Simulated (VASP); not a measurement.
Set up this calculation in VASP 6.6.1, as the native input.

- Task: single point
- Functional: PBE
- Potentials or basis: VASP PAW PBE potentials, release 64 (Zn, F)
- Cutoff: 520 eV
- k mesh: 12 × 12 × 12
- Occupations: gaussian, width 0.1 eV
- Spin: no spin polarisation
- Dipole correction: no
- Further INCAR settings: ALGO = Fast; EDIFF = 1e-06; NBANDS = 30

The structure of Zn3F lies in POSCAR:

```
Zn3F
1.0
    0.0000000000      3.3831245185      3.3831245185
    3.3831245185      0.0000000000      3.3831245185
    3.3831245185      3.3831245185      0.0000000000
Zn F
3 1
Direct
    0.2500000000      0.2500000000      0.2500000000
    0.7500000000      0.7500000000      0.7500000000
    0.5000000000      0.5000000000      0.5000000000
    0.0000000000      0.0000000000      0.0000000000
```

The cell comes from a database or a generator and needn't be the stable form of this composition.

The cell isn't the ideal one: Hg replaced by Zn, lengths x 0.960, strained and moved within the space group.

These files were run (other wordings do the same):

INCAR

```
PREC = Accurate
ENCUT = 520
EDIFF = 1E-6
ISMEAR = 0
SIGMA = 0.1
LREAL = F
LASPH = T
NELM = 60
ALGO = Fast
ISIF = 2
LWAVE = F
LCHARG = F
GGA = PE
NBANDS = 30
```

KPOINTS

```
Automatic mesh
0
Gamma
  12 12 12
```

Potentials or basis: VASP PAW PBE potentials, release 64 (Zn, F).

Launch:

```sh
$ cat potpaw_PBE.64/Zn/POTCAR potpaw_PBE.64/F/POTCAR > POTCAR
$ mpirun -np 1 vasp_std > vasp.out
```

Results of the run:

The pressure is -6.8 GPa and the band gap on the k mesh is none (metal or under the smearing width).

Caveat: an odd number of electrons without spin polarisation forces a metal; a magnetic or distorted state may lie lower.

Wall time 86 s on 1 thread of Intel(R) Xeon(R) Platinum 8488C (Sapphire Rapids), with other jobs on the host, peak memory 0.29 GiB.
